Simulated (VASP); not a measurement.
Pt:

```xyz
2
Lattice="2.7740 0.0000 0.0000 -1.3870 2.4024 0.0000 0.0000 0.0000 4.5300" Properties=species:S:1:pos:R:3 pbc="T T T"
Pt    0.0000    1.6016    1.1325
Pt    1.3870    0.8008    3.3975
```

The cell was built by a generator and needn't be a form met in nature.

* Program: VASP 6.6.1
* Task: relaxation of cell and atoms
* Functional: BLYP
* Potentials or basis: VASP PAW PBE potentials, release 64 (Pt)
* Cutoff: 600 eV
* k mesh: 13 × 13 × 7
* Occupations: fermi-dirac, width 0.1 eV
* Spin: no spin polarisation

At the start: pressure 28.8 GPa; volume 15.09 Å³/atom.

Where does the relaxation end?

Over 10 steps the energy falls by 153.3 meV/atom and the volume is 16.86 Å³/atom (+11.7 %); space group P6_3/mmc (No. 194, to 0.05 Å).

The path:
```csv
step,energy change (eV),largest force (eV/Å),pressure (GPa),volume (Å³)
1,0.0000,0.0000,28.78,30.19
2,0.6935,0.0000,-23.72,43.64
3,-0.2850,0.0000,-2.39,34.12
4,-0.2874,0.0000,-0.72,33.81
5,-0.2875,0.0000,-0.31,33.74
6,-0.3000,0.0000,-0.05,33.69
7,-0.3063,0.0000,0.62,33.61
8,-0.3063,0.0000,0.67,33.61
9,-0.3055,0.0000,-1.32,33.97
10,-0.3066,0.0000,0.05,33.73
```

Final structure:
```
Pt
1.0
     2.82079    0.00000    0.00000
    -1.41039    2.44287    0.00000
     0.00000    0.00000    4.89422
Pt
2
Direct
  0.33333 0.66667 0.25000
  0.66667 0.33333 0.75000
```

Caveat: the PAW data sets were made with another functional, which shifts forces and pressure a little.
